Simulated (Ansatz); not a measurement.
A relaxation of cell and atoms of a 6-atom cell of ZrO2 started from a crystallographic database with Ansatz 0.2.0, at the level PBE. The input holds the cell as the database lists it.

```yaml
crystal:
  lattice:
    - [3.5961, 0.0, 0.0]
    - [0.0, 3.5961, 0.0]
    - [0.0, 0.0, 5.177]
  atoms:
    - { symbol: Zr, position: [0.0, 0.0, 0.0] }
    - { symbol: Zr, position: [0.5, 0.5, 0.5] }
    - { symbol: O, position: [0.0, 0.5, 0.203] }
    - { symbol: O, position: [0.0, 0.5, 0.703] }
    - { symbol: O, position: [0.5, 0.0, 0.297] }
    - { symbol: O, position: [0.5, 0.0, 0.797] }
kpoints:
  mp_grid: { grid: [6, 6, 4] }
hamiltonian:
  xc: pbe
scf:
  occupations: { method: fermi_dirac, width: 0.02 }
relax:
  f_tol: 0.005
  cell: {}
```

The trajectory has 8 recorded frames, each with positions in Å and forces in eV/Å. The last, and any step after a large change of cell, is solved on a basis re-selected at its cell; pressure is positive in compression.

Step 1: energy 0.0 meV/atom from step 1, largest force component 0.041 eV/Å, pressure +5.27 GPa
```xyz
6
Lattice="3.5961 0.0000 0.0000 0.0000 3.5961 0.0000 0.0000 0.0000 5.1770" Properties=species:S:1:pos:R:3:forces:R:3 pbc="T T T"
Zr    0.0000    0.0000    0.0000    0.0000    0.0000    0.0000
Zr    1.7980    1.7980    2.5885    0.0000    0.0000    0.0000
O     0.0000    1.7980    1.0509    0.0000    0.0000   -0.0408
O     0.0000    1.7980    3.6394    0.0000    0.0000   -0.0408
O     1.7980    0.0000    1.5376    0.0000    0.0000    0.0408
O     1.7980    0.0000    4.1261    0.0000    0.0000    0.0408
```

Step 2: energy -3.3 meV/atom from step 1, largest force component 0.153 eV/Å, pressure -1.25 GPa
```xyz
6
Lattice="3.6201 0.0000 0.0000 0.0000 3.6201 0.0000 0.0000 0.0000 5.2615" Properties=species:S:1:pos:R:3:forces:R:3 pbc="T T T"
Zr    0.0000    0.0000    0.0000    0.0000    0.0000    0.0000
Zr    1.8100    1.8100    2.6308    0.0000    0.0000    0.0000
O     0.0000    1.8100    1.0546    0.0000    0.0000   -0.1530
O     0.0000    1.8100    3.6854    0.0000    0.0000   -0.1530
O     1.8100    0.0000    1.5762    0.0000    0.0000    0.1530
O     1.8100    0.0000    4.2070    0.0000    0.0000    0.1530
```

Problem. Estimate where the relaxation ends.

Solution.
Step 3: energy -3.9 meV/atom from step 1, largest force component 0.089 eV/Å, pressure -0.82 GPa
```xyz
6
Lattice="3.6282 0.0000 0.0000 0.0000 3.6282 0.0000 0.0000 0.0000 5.2337" Properties=species:S:1:pos:R:3:forces:R:3 pbc="T T T"
Zr    0.0000    0.0000    0.0000    0.0000    0.0000    0.0000
Zr    1.8141    1.8141    2.6169    0.0000    0.0000    0.0000
O     0.0000    1.8141    1.0408    0.0000    0.0000   -0.0889
O     0.0000    1.8141    3.6576    0.0000    0.0000   -0.0889
O     1.8141    0.0000    1.5761    0.0000    0.0000    0.0889
O     1.8141    0.0000    4.1929    0.0000    0.0000    0.0889
```

Step 4: energy -5.0 meV/atom from step 1, largest force component 0.011 eV/Å, pressure +0.31 GPa
```xyz
6
Lattice="3.6175 0.0000 0.0000 0.0000 3.6175 0.0000 0.0000 0.0000 5.2768" Properties=species:S:1:pos:R:3:forces:R:3 pbc="T T T"
Zr    0.0000    0.0000    0.0000    0.0000    0.0000    0.0000
Zr    1.8088    1.8088    2.6384    0.0000    0.0000    0.0000
O     0.0000    1.8088    1.0188    0.0000    0.0000    0.0110
O     0.0000    1.8088    3.6571    0.0000    0.0000    0.0110
O     1.8088    0.0000    1.6196    0.0000    0.0000   -0.0110
O     1.8088    0.0000    4.2580    0.0000    0.0000   -0.0110
```

Step 5: energy -5.0 meV/atom from step 1, largest force component 0.001 eV/Å, pressure 0.00 GPa
```xyz
6
Lattice="3.6198 0.0000 0.0000 0.0000 3.6198 0.0000 0.0000 0.0000 5.2738" Properties=species:S:1:pos:R:3:forces:R:3 pbc="T T T"
Zr    0.0000    0.0000    0.0000    0.0000    0.0000    0.0000
Zr    1.8099    1.8099    2.6369    0.0000    0.0000    0.0000
O     0.0000    1.8099    1.0205    0.0000    0.0000   -0.0015
O     0.0000    1.8099    3.6575    0.0000    0.0000   -0.0015
O     1.8099    0.0000    1.6164    0.0000    0.0000    0.0015
O     1.8099    0.0000    4.2533    0.0000    0.0000    0.0015
```

Step 6: energy -7.2 meV/atom from step 1, largest force component 0.003 eV/Å, pressure +0.31 GPa
```xyz
6
Lattice="3.6198 0.0000 0.0000 0.0000 3.6198 0.0000 0.0000 0.0000 5.2738" Properties=species:S:1:pos:R:3:forces:R:3 pbc="T T T"
Zr    0.0000    0.0000    0.0000    0.0000    0.0000    0.0000
Zr    1.8099    1.8099    2.6369    0.0000    0.0000    0.0000
O     0.0000    1.8099    1.0205    0.0000    0.0000   -0.0031
O     0.0000    1.8099    3.6575    0.0000    0.0000   -0.0031
O     1.8099    0.0000    1.6164    0.0000    0.0000    0.0031
O     1.8099    0.0000    4.2533    0.0000    0.0000    0.0031
```

Step 7: energy -7.1 meV/atom from step 1, largest force component 0.000 eV/Å, pressure 0.00 GPa
```xyz
6
Lattice="3.6211 0.0000 0.0000 0.0000 3.6211 0.0000 0.0000 0.0000 5.2826" Properties=species:S:1:pos:R:3:forces:R:3 pbc="T T T"
Zr    0.0000    0.0000    0.0000    0.0000    0.0000    0.0000
Zr    1.8105    1.8105    2.6413    0.0000    0.0000    0.0000
O     0.0000    1.8105    1.0184    0.0000    0.0000    0.0001
O     0.0000    1.8105    3.6596    0.0000    0.0000    0.0001
O     1.8105    0.0000    1.6229    0.0000    0.0000   -0.0001
O     1.8105    0.0000    4.2642    0.0000    0.0000   -0.0001
```

Step 8: energy -7.2 meV/atom from step 1, largest force component 0.000 eV/Å, pressure +0.01 GPa
```xyz
6
Lattice="3.6211 0.0000 0.0000 0.0000 3.6211 0.0000 0.0000 0.0000 5.2826" Properties=species:S:1:pos:R:3:forces:R:3 pbc="T T T"
Zr    0.0000    0.0000    0.0000    0.0000    0.0000    0.0000
Zr    1.8105    1.8105    2.6413    0.0000    0.0000    0.0000
O     0.0000    1.8105    1.0184    0.0000    0.0000    0.0000
O     0.0000    1.8105    3.6596    0.0000    0.0000    0.0000
O     1.8105    0.0000    1.6229    0.0000    0.0000    0.0000
O     1.8105    0.0000    4.2642    0.0000    0.0000    0.0000
```

The walk took 6 steps and changed the volume by +3.5 %. The last SCF, on a fresh basis, lies 7.2 meV an atom below the first. At the end: space group P4_2/nmc (No. 137), tetragonal; conventional cell a = 3.621 Å, c = 5.283 Å, 11.54 Å³ an atom. Zr is surrounded by 8 O at 2.08–2.43 Å; O is surrounded by 4 Zr at 2.08–2.43 Å.

Run as `ansatz run input.yaml --threads 4 --pin off --max-ram 7372MiB --backend cpu --events-out ev --progress --plain --runs-dir out`. Wall time 7.2 s on 4 threads of Arm Neoverse V1, on a shared host; peak host memory 0.4 GiB.

(Simulation; spin polarisation is off.)
